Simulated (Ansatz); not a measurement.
# Cd (Im-3m) in Ansatz: a series of runs

Aim: see how the results for Cd move with the level of theory and the settings. Levels: BPBE+D3(BJ)-ATM, PBEsol. Tasks: ladder of functionals, electric field gradients.

Everything below comes from runs of Ansatz 0.2.0. Logs are shortened: lines on timing, memory, paths and dates and some standing lists are left out, and cuts for length are marked.

## (1) The structure

Symmetry: Im-3m, No. 229, cubic system. Conventional cell: a = 3.569 Å, b = 3.569 Å, c = 3.569 Å, α = 90.00°, β = 90.00°, γ = 90.00°. Cd (site symmetry m-3m) has 8 Cd at 3.09 Å as nearest neighbours.

This isn't the form of Cd at room conditions, which is hcp.

## (2) Ladder of functionals, BPBE+D3(BJ)-ATM

The input, input.yaml:

```yaml
crystal:
  lattice:
    - [-1.784322, 1.784322, 1.784322]
    - [1.784322, -1.784322, 1.784322]
    - [1.784322, 1.784322, -1.784322]
  atoms:
    - { symbol: Cd, position: [0.0, 0.0, 0.0] }
hamiltonian:
  xc: { exchange: b88, correlation: pbe }
  pseudopotentials: { kind: paw, accuracy: standard }
  dispersion: d3bjatm
kpoints:
  mp_grid: { grid: [10, 10, 10] }
scf:
  occupations: { method: fermi_dirac, width: 0.15 }
output:
  forces: true
  stress: true
  eigenvalues: true
  xc_energy_on_converged_density: [lda, pbe, pbesol, rpbe, revpbe, blyp, r2scan]
```

Potentials or basis: SSSP efficiency PAW.

On the command line:

```
ansatz run input.yaml --threads 1 --pin off --max-ram 2560MiB --backend cpu --events-out ev --progress --plain --runs-dir out
```

Output:

```text
Warning: the engine holds no damping parameters fitted to this dispersion correction and functional, so the run takes those fitted to blyp (hamiltonian.dispersion, under Limitations)
Warning: RAYON_NUM_THREADS=1 ignored (pool sized by the plan → 1); use --threads N
Engine: ansatz 0.2.0, x86_64-unknown-linux-gnu
Pseudopotentials: kind: paw
Pseudopotential: Cd, paw, valence charge 20, recommended cutoff 1360.569312 eV (normal), Cd.paw.azcp
Functional definition: unnamed
  exchange = b88_x
  correlation = pbe_c
Crystal: 1 atoms, lattice volume = 22.724 Å³
Basis set: ecut = 1360.569312 eV, 2587 PW (Γ), exchange–correlation on 120×120×120 points (8 copies of the dense FFT grid, shifted against one another)
Bands: 14, of which v1, the nominal top of the filled ones, is band 10 counted from 1 (9 counted from 0)
Symmetry: 48 space group operations
Space group: Im-3m (ITA 229), of the structure as read, at distance tolerance 2.8e-5 Å
k-points: 47 of 1000
Non-local potential: Cd, projectors of the file, l = 0: 2, l = 1: 2, l = 2: 2
PAW form: compensated (Kresse and Joubert's): semilocal exchange-correlation on the pseudo side sees the compensation charge
PAW frozen core: Cd, regenerated for the run's functional, and the local potential with it (the file was generated under x = pbe(κ = 0.804, μ = 0.2195149727645171), c = pbe(β = 0.06672455060314922))
PAW one-centre angular grid: Cd, 590 points (default); XC on 64 Gauss nodes
Initial density: superposition of atomic densities (chi_scale 0.1, normalization cell)
Initial wavefunctions: pseudopotential atomic-orbital guess
Functional: x = b88, c = pbe(β = 0.06672455060314922)
Listed functional: x = slater, c = lda
Listed functional: x = pbe(κ = 0.804, μ = 0.2195149727645171), c = pbe(β = 0.06672455060314922)
Listed functional: x = pbesol(κ = 0.804, μ = 0.12345679012345678), c = pbesol(β = 0.046)
Listed functional: x = rpbe, c = pbe(β = 0.06672455060314922)
Listed functional: x = revpbe(κ = 1.245, μ = 0.2195149727645171), c = pbe(β = 0.06672455060314922)
Listed functional: x = b88, c = lyp
Listed functional: x = r2scan, c = r2scan; τ floored in thin density (d = 2e-4 eV/Å³)
SCF iter   1: F=—  HF=-8266.888526 eV  |F-HF|=—  |Δ(HF+E_count)|=         —  Δρ=2.25e-2  dr2=1.52e-1  ethr=3.10e-3  ⟨swp⟩=5.7  Hψ=3994  notcnv=0
preconditioner: auto → Kerker (q_TF=auto, 2.671 Å⁻¹)  [metal: Δε(μ)=0.380 eV  Ē_g=15.924 eV  σ=0.150 eV  W_gap=0.45  n_scr=12 (ndim 8)  ℏωp=27.0 eV  f_vac=0.000  D(μ)=0.40/eV (n_scr^D=0)]
SCF iter   2: F=—  HF=-8266.858410 eV  |F-HF|=—  |Δ(HF+E_count)|=   3.01e-2  Δρ=1.32e-2  dr2=4.49e-2  ethr=7.58e-4  ⟨swp⟩=1.2  Hψ=1049  notcnv=0
SCF iter   3: F=—  HF=-8266.850827 eV  |F-HF|=—  |Δ(HF+E_count)|=   7.58e-3  Δρ=4.27e-3  dr2=5.09e-3  ethr=2.24e-4  ⟨swp⟩=2.0  Hψ=948  notcnv=0
SCF iter   4: F=—  HF=-8266.850646 eV  |F-HF|=—  |Δ(HF+E_count)|=   1.81e-4  Δρ=8.94e-4  dr2=8.90e-5  ethr=2.55e-5  ⟨swp⟩=2.2  Hψ=935  notcnv=0
SCF iter   5: F=—  HF=-8266.850767 eV  |F-HF|=—  |Δ(HF+E_count)|=   1.21e-4  Δρ=1.59e-4  dr2=3.46e-6  ethr=4.45e-7  ⟨swp⟩=3.0  Hψ=1493  notcnv=0
SCF iter   6: F=—  HF=-8266.850769 eV  |F-HF|=—  |Δ(HF+E_count)|=   1.87e-6  Δρ=4.50e-5  dr2=2.32e-7  ethr=1.73e-8  ⟨swp⟩=2.2  Hψ=1113  notcnv=0
SCF iter   7: F=-8266.850769 eV  HF=-8266.850769 eV  |F-HF|=1.24e-9  |Δ(HF+E_count)|=   2.13e-8  Δρ=4.72e-6  dr2=1.86e-9  ethr=5.00e-10  ⟨swp⟩=9.6  Hψ=4186  notcnv=0
SCF 1 converged in 7 iterations: F = -8266.850769 eV  dr2 = 1.86e-9
SCF converged after 7 iterations
Free energy (F): -8266.850769 eV
Harris-Foulkes:  -8266.850769 eV  (|F-HF|=1.24e-9)
Internal energy: -8266.822621 eV  (E = F + TS)
E sigma→0 (E₀):  -8266.836695 eV
Entropy (-TS):   -0.028148 eV (-28.148 meV/atom)
Fermi energy:    13.959951 eV
--- Per-component energies (eV) ---
  E_band       = -408.320744
  E_kinetic    = 1481.987194
  E_local      = -4318.002105  (includes V_loc(G=0)·N_el)
  E_nonlocal   = 363.750434
  E_hartree    = 1331.391772
  E_xc         = -468.797913
  E_vxc        = -557.586499  (∫ρ·V_xc dr)
  E_paw        = -3719.300271  (= ΣΔE_a)
  E_vpaw       = -41.255278  (= ΣTr[D̂ρ^β])
  E_aug_tail   = 0.000064  (compensation charges beyond the density's cutoff)
  E_ewald      = -2936.895442
  E_disp       = -0.941142  (pairwise vdW)
  E_core_change = -0.015213  (= ΣΔE_core)
  E_smearing   = -0.028148  (= −TS)
  E_closure    = 0.000000  (closes the sum)
  Σ components = -8266.850769   (vs F -8266.850769, Δ=0.00e0)
--- Forces (eV/Å), atoms counted from 1 ---
  atom   1  Cd    -0.00000000     0.00000000    -0.00000000
  max |Σ_I F_I| component: 4.34e-30 eV/Å
--- Stress (GPa, compression-positive) ---
       -5.112531      -0.000000       0.000000
       -0.000000      -5.112531       0.000000
        0.000000       0.000000      -5.112531
  P = ⅓ Tr σ = -5.1125 GPa (-51.125 kbar)
--- E_xc of listed functionals on the converged density (eV per cell; not total energies) ---
  on the closing iteration's output density plus the core of the run's pseudopotentials (for a meta-GGA, its output tau too, plus the cores' where a run under it adds that), as the run's own E_xc is; on PAW an entry holds the one-centre parts besides; self-consistent for {"exchange":"b88","correlation":"pbe","exx":null} alone
  E_xc = -4064.794103  lda
  E_xc = -4200.941734  pbe
  E_xc = -4130.757887  pbesol
  E_xc = -4209.159871  rpbe
  E_xc = -4206.793209  revpbe
  E_xc = -4216.367668  blyp
  E_xc = -4214.699427  r2scan
--- Band table (eV; the first three rows and the last of 47) ---
  k-point 0: bands = ["-89.1436", "-50.1658", "-50.1658", "-50.1658", "4.7108", "4.7108", "4.7108", "5.3112", "5.3112", "5.3418", "28.7271", "28.7271", "28.7271", "29.6301"]
  k-point 1: bands = ["-89.1434", "-50.1687", "-50.1668", "-50.1657", "4.6814", "4.7150", "4.7979", "5.2771", "5.3123", "5.6175", "26.4210", "27.9275", "28.3015", "28.4790"]
  k-point 2: bands = ["-89.1428", "-50.1763", "-50.1698", "-50.1655", "4.6051", "4.6626", "5.0339", "5.2265", "5.3163", "6.4738", "22.5313", "26.1965", "26.2654", "28.0144"]
  k-point 46: bands = ["-89.1392", "-50.1904", "-50.1904", "-50.1904", "4.2634", "4.2634", "5.6182", "5.6182", "5.6182", "17.2479", "17.2479", "17.2479", "19.3224", "21.8281"]
```

It took 3.9 s on 1 thread of AMD EPYC 7B13 (Zen 3), shared host; peak memory 0.64 GiB.

Results:

```
Free energy            : -8266.8508 eV
Pressure               : -5.1 GPa
Band gap on the k mesh : none (metal or under the smearing width)
```

Levels at points of the mesh, in eV from the Fermi level:
| k point | band 7 | band 8 | band 9 | band 10 | band 11 | band 12 | band 13 | band 14 |
| --- | --- | --- | --- | --- | --- | --- | --- | --- |
| (0.00, 0.00, 0.00) | -9.25 | -8.65 | -8.65 | -8.62 | 14.77 | 14.77 | 14.77 | 15.67 |
| (0.00, 0.00, -0.50) | -8.68 | -8.63 | -8.24 | -2.05 | -1.06 | 8.97 | 9.65 | 13.34 |
| (-0.50, -0.50, -0.50) | -8.34 | -8.34 | -8.34 | 3.29 | 3.29 | 3.29 | 5.36 | 7.87 |

Caveat: the pressure holds a Pulay correction of +0.5 GPa for the finite cutoff; pairwise dispersion overbinds metals, which lowers pressure and volume; the dispersion damping was fitted for another functional or another form of the correction.

## (3) Electric field gradients, PBEsol

The input, input.yaml:

```yaml
crystal:
  lattice:
    - [-1.784322, 1.784322, 1.784322]
    - [1.784322, -1.784322, 1.784322]
    - [1.784322, 1.784322, -1.784322]
  atoms:
    - { symbol: Cd, position: [0.0, 0.0, 0.0] }
hamiltonian:
  xc: pbesol
  pseudopotentials: { kind: paw, accuracy: standard, xc_functional: pbe }
kpoints:
  mp_grid: { grid: [10, 10, 10] }
scf:
  occupations: { method: methfessel_paxton, width: 0.15 }
output:
  forces: true
  stress: true
  eigenvalues: true
  efg: {}
  write_density: true
  write_potential: true
  elf: true
  volumetric_format: npy
```

Potentials or basis: SSSP efficiency PAW.

On the command line:

```
ansatz run input.yaml --threads 1 --pin off --max-ram 2560MiB --backend cpu --events-out ev --progress --plain --runs-dir out
```

Output:

```text
Warning: RAYON_NUM_THREADS=1 ignored (pool sized by the plan → 1); use --threads N
Cd: output.efg is read without spin–orbit coupling, which moves field gradients at and beside such atoms by some per cent and up to a factor of two; PAW files take it under magnetization.noncollinear and magnetization.spin_orbit
[... 3 set-up lines as earlier in the session ...]
Functional definition: PBEsol
  exchange = pbesol_x
  correlation = pbesol_c
Crystal: 1 atoms, lattice volume = 22.724 Å³
Basis set: ecut = 1360.569312 eV, 2587 PW (Γ), exchange–correlation on 120×120×120 points (8 copies of the dense FFT grid, shifted against one another)
Bands: 14, of which v1, the nominal top of the filled ones, is band 10 counted from 1 (9 counted from 0)
[... 2 set-up lines as earlier in the session ...]
k-points: 47 of 1000
[... 6 set-up lines as earlier in the session ...]
Functional: x = pbesol(κ = 0.804, μ = 0.12345679012345678), c = pbesol(β = 0.046)
SCF iter   1: F=—  HF=-8177.011792 eV  |F-HF|=—  |Δ(HF+E_count)|=         —  Δρ=2.95e-2  dr2=2.34e-1  ethr=3.10e-3  ⟨swp⟩=5.7  Hψ=3990  notcnv=0
preconditioner: auto → none  [insulator: Δε(μ)=0.106 eV  Ē_g=15.770 eV  σ=0.150 eV  W_gap=0.52  n_scr=12 (ndim 8)  ℏωp=27.0 eV  f_vac=0.000  D(μ)=0.83/eV (n_scr^D=12)  ε∞_Penn≈3.9]
SCF iter   2: F=—  HF=-8176.948233 eV  |F-HF|=—  |Δ(HF+E_count)|=   6.36e-2  S|Δr|=    0.00e0  Δρ=1.72e-2  dr2=2.59e-2  ethr=1.17e-3  ⟨swp⟩=3.3  Hψ=1607  notcnv=0  defer=3
SCF iter   3: F=—  HF=-8176.941316 eV  |F-HF|=—  |Δ(HF+E_count)|=   6.92e-3  S|Δr|=    0.00e0  Δρ=4.87e-3  dr2=3.71e-3  ethr=1.29e-4  ⟨swp⟩=2.5  Hψ=1248  notcnv=0  defer=3
SCF iter   4: F=—  HF=-8176.940996 eV  |F-HF|=—  |Δ(HF+E_count)|=   3.21e-4  S|Δr|=    0.00e0  Δρ=9.41e-4  dr2=1.36e-4  ethr=1.86e-5  ⟨swp⟩=2.5  Hψ=1022  notcnv=0  defer=3
SCF iter   5: F=—  HF=-8176.941019 eV  |F-HF|=—  |Δ(HF+E_count)|=   2.36e-5  S|Δr|=    0.00e0  Δρ=2.03e-4  dr2=4.12e-6  ethr=6.79e-7  ⟨swp⟩=2.6  Hψ=1092  notcnv=0  defer=3
SCF iter   6: F=—  HF=-8176.941011 eV  |F-HF|=—  |Δ(HF+E_count)|=   8.08e-6  S|Δr|=    0.00e0  Δρ=2.67e-5  dr2=5.41e-8  ethr=5.00e-10  ⟨swp⟩=13.0  Hψ=7076  notcnv=0
SCF iter   7: F=-8176.941011 eV  HF=-8176.941011 eV  |F-HF|=1.36e-10  |Δ(HF+E_count)|=   2.18e-8  S|Δr|=    0.00e0  Δρ=3.76e-6  dr2=3.59e-10  ethr=2.70e-10  ⟨swp⟩=8.9  Hψ=5350  notcnv=0
SCF 1 converged in 7 iterations: F = -8176.941011 eV  dr2 = 3.59e-10
SCF converged after 7 iterations
Stability not checked: this state was not tested for a lower state beside it, because cold or Methfessel-Paxton smearing, or corrected tetrahedra, fill the levels in a way that the test cannot read (fill_not_monotonic; see scf.lower_state_search)
Free energy (F): -8176.941011 eV
Harris-Foulkes:  -8176.941011 eV  (|F-HF|=1.36e-10)
Internal energy: -8176.938498 eV  (E = F + TS)
E sigma→0 (E₀):  -8176.940383 eV
Entropy (-TS):   -0.002513 eV (-2.513 meV/atom)
Fermi energy:    13.864845 eV
--- Per-component energies (eV) ---
  E_band       = -409.085260
  E_kinetic    = 1481.641587
  E_local      = -4316.486971  (includes V_loc(G=0)·N_el)
  E_nonlocal   = 364.728163
  E_hartree    = 1328.508129
  E_xc         = -462.319132
  E_vxc        = -552.169498  (∫ρ·V_xc dr)
  E_paw        = -3636.455796  (= ΣΔE_a)
  E_vpaw       = -43.814203  (= ΣTr[D̂ρ^β])
  E_aug_tail   = 0.000065  (compensation charges beyond the density's cutoff)
  E_ewald      = -2936.895442
  E_core_change = 0.340901  (= ΣΔE_core)
  E_smearing   = -0.002513  (= −TS)
  E_closure    = -0.000000  (closes the sum)
  Σ components = -8176.941011   (vs F -8176.941011, Δ=0.00e0)
--- Forces (eV/Å), atoms counted from 1 ---
  atom   1  Cd    -0.00000000     0.00000000     0.00000000
  max |Σ_I F_I| component: 4.47e-30 eV/Å
--- Stress (GPa, compression-positive) ---
       -2.835665       0.000000       0.000000
       -0.000000      -2.835665       0.000000
        0.000000      -0.000000      -2.835665
  P = ⅓ Tr σ = -2.8357 GPa (-28.357 kbar)
--- PAW observables at the nuclei: V_zz in 10²¹ V/m², potentials from the cell's mean, atoms counted from 1 ---
  atom   1  Cd V_zz =    -0.000000   η = 0.0000   by run symmetry: forbidden
            electrostatic potential = -7686.341529 V   contact ρ = none
--- Band table (eV; the first three rows and the last of 47) ---
  k-point 0: bands = ["-89.0990", "-50.1536", "-50.1536", "-50.1536", "4.6508", "4.6508", "4.6508", "5.1691", "5.2578", "5.2578", "28.5296", "28.5296", "28.5296", "29.4943"]
  k-point 1: bands = ["-89.0987", "-50.1565", "-50.1546", "-50.1535", "4.6209", "4.6535", "4.7386", "5.2208", "5.2590", "5.4487", "26.2519", "27.7481", "28.1602", "28.2869"]
  k-point 2: bands = ["-89.0981", "-50.1642", "-50.1577", "-50.1533", "4.5435", "4.5962", "4.9767", "5.1717", "5.2633", "6.3071", "22.3687", "26.0193", "26.1196", "27.8306"]
  k-point 46: bands = ["-89.0945", "-50.1785", "-50.1785", "-50.1785", "4.1941", "4.1941", "5.5668", "5.5668", "5.5668", "17.0792", "17.0792", "17.0792", "19.1904", "21.6487"]
```

v_z.tsv:

```text
# z_ang	v_es[eV]	v_tot[eV]
# format = ansatz-planar-average/11
# xc	pbesol
# density_cutoff_ev	13605.69312
# datasets	Cd=:simpson_from_first_knot:compensated:shift=-209685
# lattice	-1.784322000	1.784322000	1.784322000
# lattice	1.784322000	-1.784322000	1.784322000
# lattice	1.784322000	1.784322000	-1.784322000
# sites	1
# site	48	0.000000000	0.000000000	0.000000000
0.000000	-1.653459e1	-3.130510e1
0.051509	-1.628084e1	-3.102963e1
0.103018	-1.553260e1	-3.021753e1
0.154527	-1.431962e1	-2.890496e1
0.206036	-1.269465e1	-2.714868e1
0.257545	-1.074485e1	-2.503195e1
[... 52 lines left out ...]
2.987518	-1.553260e1	-3.021753e1
3.039027	-1.628084e1	-3.102963e1
```

Run time: 5 s. Hardware: 1 thread of AMD EPYC 7B13 (Zen 3), shared host; peak memory 0.59 GiB.

Results:

```
Free energy            : -8176.9410 eV
Pressure               : -2.8 GPa
Band gap on the k mesh : none (metal or under the smearing width)
```

Levels at points of the mesh, in eV from the Fermi level:
| k point | band 8 | band 9 | band 10 | band 11 | band 12 | band 13 |
| --- | --- | --- | --- | --- | --- | --- |
| (0.00, 0.00, 0.00) | -8.70 | -8.61 | -8.61 | 14.66 | 14.66 | 14.66 |
| (0.00, 0.00, -0.50) | -8.58 | -8.20 | -2.13 | -1.10 | 8.92 | 9.57 |
| (-0.50, -0.50, -0.50) | -8.30 | -8.30 | 3.21 | 3.21 | 3.21 | 5.33 |

Caveat: the pressure holds a Pulay correction of +0.5 GPa for the finite cutoff.

## (4) Electric field gradients, PBEsol

Edit input.yaml of step 3 so:

```diff
@@ -1,8 +1,7 @@
 crystal:
-  lattice:
-    - [-1.784322, 1.784322, 1.784322]
-    - [1.784322, -1.784322, 1.784322]
-    - [1.784322, 1.784322, -1.784322]
+  lattice: { a: 3.568644, b: 3.568644, c: 3.568644, alpha: 90.0, beta: 90.0, gamma: 90.0 }
+  space_group: 229
+  reduce_to_primitive: true
   atoms:
-    - { symbol: Cd, position: [0.0, 0.0, 0.0] }
+    - { symbol: Cd, wyckoff: "2a", position: [0.0, 0.0, 0.0] }
 hamiltonian:
```

Potentials or basis: SSSP efficiency PAW.

On the command line:

```
ansatz run input.yaml --threads 1 --pin off --max-ram 2560MiB --backend cpu --events-out ev --progress --plain --runs-dir out
```

Output:

```text
Warning: RAYON_NUM_THREADS=1 ignored (pool sized by the plan → 1); use --threads N
crystal.space_group: 229 is read as Im-3m: the typed cell holds Cd2 (Cd 2a). Least distances (Å): Cd–Cd 3.091
Cd: output.efg is read without spin–orbit coupling, which moves field gradients at and beside such atoms by some per cent and up to a factor of two; PAW files take it under magnetization.noncollinear and magnetization.spin_orbit
[... 6 set-up lines as earlier in the session ...]
Crystal: 1 atoms, lattice volume = 22.724 Å³
Basis set: ecut = 1360.569312 eV, 2587 PW (Γ), exchange–correlation on 120×120×120 points (8 copies of the dense FFT grid, shifted against one another)
Bands: 14, of which v1, the nominal top of the filled ones, is band 10 counted from 1 (9 counted from 0)
[... 2 set-up lines as earlier in the session ...]
k-points: 47 of 1000
[... 7 set-up lines as earlier in the session ...]
SCF iter   1: F=—  HF=-8177.011792 eV  |F-HF|=—  |Δ(HF+E_count)|=         —  Δρ=2.95e-2  dr2=2.34e-1  ethr=3.10e-3  ⟨swp⟩=5.7  Hψ=3990  notcnv=0
preconditioner: auto → none  [insulator: Δε(μ)=0.106 eV  Ē_g=15.770 eV  σ=0.150 eV  W_gap=0.52  n_scr=12 (ndim 8)  ℏωp=27.0 eV  f_vac=0.000  D(μ)=0.83/eV (n_scr^D=12)  ε∞_Penn≈3.9]
SCF iter   2: F=—  HF=-8176.948233 eV  |F-HF|=—  |Δ(HF+E_count)|=   6.36e-2  S|Δr|=    0.00e0  Δρ=1.72e-2  dr2=2.59e-2  ethr=1.17e-3  ⟨swp⟩=3.3  Hψ=1607  notcnv=0  defer=3
SCF iter   3: F=—  HF=-8176.941316 eV  |F-HF|=—  |Δ(HF+E_count)|=   6.92e-3  S|Δr|=    0.00e0  Δρ=4.87e-3  dr2=3.71e-3  ethr=1.29e-4  ⟨swp⟩=2.5  Hψ=1248  notcnv=0  defer=3
SCF iter   4: F=—  HF=-8176.940996 eV  |F-HF|=—  |Δ(HF+E_count)|=   3.21e-4  S|Δr|=    0.00e0  Δρ=9.41e-4  dr2=1.36e-4  ethr=1.86e-5  ⟨swp⟩=2.5  Hψ=1022  notcnv=0  defer=3
SCF iter   5: F=—  HF=-8176.941019 eV  |F-HF|=—  |Δ(HF+E_count)|=   2.36e-5  S|Δr|=    0.00e0  Δρ=2.03e-4  dr2=4.12e-6  ethr=6.79e-7  ⟨swp⟩=2.6  Hψ=1092  notcnv=0  defer=3
SCF iter   6: F=—  HF=-8176.941011 eV  |F-HF|=—  |Δ(HF+E_count)|=   8.08e-6  S|Δr|=    0.00e0  Δρ=2.67e-5  dr2=5.41e-8  ethr=5.00e-10  ⟨swp⟩=13.0  Hψ=7076  notcnv=0
SCF iter   7: F=-8176.941011 eV  HF=-8176.941011 eV  |F-HF|=1.36e-10  |Δ(HF+E_count)|=   2.18e-8  S|Δr|=    0.00e0  Δρ=3.76e-6  dr2=3.59e-10  ethr=2.70e-10  ⟨swp⟩=8.9  Hψ=5350  notcnv=0
SCF 1 converged in 7 iterations: F = -8176.941011 eV  dr2 = 3.59e-10
SCF converged after 7 iterations
Stability not checked: this state was not tested for a lower state beside it, because cold or Methfessel-Paxton smearing, or corrected tetrahedra, fill the levels in a way that the test cannot read (fill_not_monotonic; see scf.lower_state_search)
Free energy (F): -8176.941011 eV
Harris-Foulkes:  -8176.941011 eV  (|F-HF|=1.36e-10)
Internal energy: -8176.938498 eV  (E = F + TS)
E sigma→0 (E₀):  -8176.940383 eV
Entropy (-TS):   -0.002513 eV (-2.513 meV/atom)
Fermi energy:    13.864845 eV
--- Per-component energies (eV) ---
  E_band       = -409.085260
  E_kinetic    = 1481.641587
  E_local      = -4316.486971  (includes V_loc(G=0)·N_el)
  E_nonlocal   = 364.728163
  E_hartree    = 1328.508129
  E_xc         = -462.319132
  E_vxc        = -552.169498  (∫ρ·V_xc dr)
  E_paw        = -3636.455796  (= ΣΔE_a)
  E_vpaw       = -43.814203  (= ΣTr[D̂ρ^β])
  E_aug_tail   = 0.000065  (compensation charges beyond the density's cutoff)
  E_ewald      = -2936.895442
  E_core_change = 0.340901  (= ΣΔE_core)
  E_smearing   = -0.002513  (= −TS)
  E_closure    = -0.000000  (closes the sum)
  Σ components = -8176.941011   (vs F -8176.941011, Δ=0.00e0)
--- Forces (eV/Å), atoms counted from 1 ---
  atom   1  Cd    -0.00000000     0.00000000     0.00000000
  max |Σ_I F_I| component: 4.47e-30 eV/Å
--- Stress (GPa, compression-positive) ---
       -2.835665       0.000000       0.000000
       -0.000000      -2.835665       0.000000
        0.000000      -0.000000      -2.835665
  P = ⅓ Tr σ = -2.8357 GPa (-28.357 kbar)
--- PAW observables at the nuclei: V_zz in 10²¹ V/m², potentials from the cell's mean, atoms counted from 1 ---
  atom   1  Cd V_zz =    -0.000000   η = 0.0000   by run symmetry: forbidden
            electrostatic potential = -7686.341529 V   contact ρ = none
--- Band table (eV; the first three rows and the last of 47) ---
  k-point 0: bands = ["-89.0990", "-50.1536", "-50.1536", "-50.1536", "4.6508", "4.6508", "4.6508", "5.1691", "5.2578", "5.2578", "28.5296", "28.5296", "28.5296", "29.4943"]
  k-point 1: bands = ["-89.0987", "-50.1565", "-50.1546", "-50.1535", "4.6209", "4.6535", "4.7386", "5.2208", "5.2590", "5.4487", "26.2519", "27.7481", "28.1602", "28.2869"]
  k-point 2: bands = ["-89.0981", "-50.1642", "-50.1577", "-50.1533", "4.5435", "4.5962", "4.9767", "5.1717", "5.2633", "6.3071", "22.3687", "26.0193", "26.1196", "27.8306"]
  k-point 46: bands = ["-89.0945", "-50.1785", "-50.1785", "-50.1785", "4.1941", "4.1941", "5.5668", "5.5668", "5.5668", "17.0792", "17.0792", "17.0792", "19.1904", "21.6487"]
```

Wall time 4.8 s (1 thread of AMD EPYC 7B13 (Zen 3), shared host); peak memory 0.59 GiB.

What came out:

| Item | Value |
| --- | --- |
| Free energy | -8176.9410 eV |
| Pressure | -2.8 GPa |
| Band gap on the k mesh | none (metal or under the smearing width) |

Caveat: the pressure holds a Pulay correction of +0.5 GPa for the finite cutoff.
